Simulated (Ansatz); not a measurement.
## Relaxing lithium (9R)

The calculation used DFT, PBE, plane waves (420 eV) with PAW, scalar-relativistic in Ansatz.

k-point mesh 12×12×12, Fermi-Dirac smearing 0.1 eV, no spin polarisation. Cell and atoms relax.

Starting structure:

```xyz
3
Lattice="1.5505 0.8952 7.5883 -1.5505 0.8952 7.5883 0.0000 -1.7904 7.5883" Properties=species:S:1:pos:R:3 pbc="T T T"
Li    1.5505    0.8952    7.5883
Li    0.0000    0.0000    5.0538
Li    0.0000    0.0000   17.7111
```

Task: The pressure at the start is -0.5 GPa. By how much does the volume change?

Result: From 21.06 to 20.23 Å³ per atom, -4.0 %. The final cell has a = 3.065 Å, c = 22.377 Å (c/a = 7.300).

Task: How much energy does the relaxation gain?

Result: 1.4 meV per atom.

Path of the relaxation (the plane waves are chosen anew near the end, which can shift the energy a little):

```
step  E − E(final) (meV/atom)  V (Å³/atom)  P (GPa)  max force (eV/Å)
   0                     1.42       21.065    -0.52             0.009
   1                     0.29       20.606    -0.24             0.002
   2                     0.20       20.142     0.07             0.034
   3                    -0.01       20.232     0.00             0.002
   4                     0.00       20.232     0.00             0.002
```
